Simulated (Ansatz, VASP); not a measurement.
**One calculation of TiC, two programs**

```
CELL_PARAMETERS angstrom
0.00000 2.16400 2.16400
2.16400 0.00000 2.16400
2.16400 2.16400 0.00000
ATOMIC_POSITIONS crystal
Ti 0.98152 0.01848 0.01848
C 0.50000 0.50000 0.50000
```

Alike in both runs: task electric field gradients; functional PBE; k mesh 14 × 14 × 14; occupations fermi-dirac, width 0.03 eV; no spin polarisation.

```csv
,VASP,Ansatz
version,VASP 6.6.1,Ansatz 0.2.0
potentials or method,"VASP PAW PBE potentials, release 64 (Ti_sv, C)","PAW with Ansatz's default frozen-core files, scalar-relativistic"
plane-wave cutoff (eV),520,420
valence electrons in the cell,16,16
```

|  | VASP | Ansatz | Ansatz less VASP |
| --- | --- | --- | --- |
| pressure (GPa) | 1.8 | 1.6 | -0.21 |
| largest component of the traceless stress (GPa) | 1.14 | 1.12 | -0.015 |
| rms of the force components (eV/Å) | 0.420 | 0.418 | -0.0021 |
| Vzz of the field gradient on the site that differs most (V/Å²) | -3.6 | -3.8 | -0.15 |

Atom by atom the forces differ by 0.002 eV/Å (rms over components).
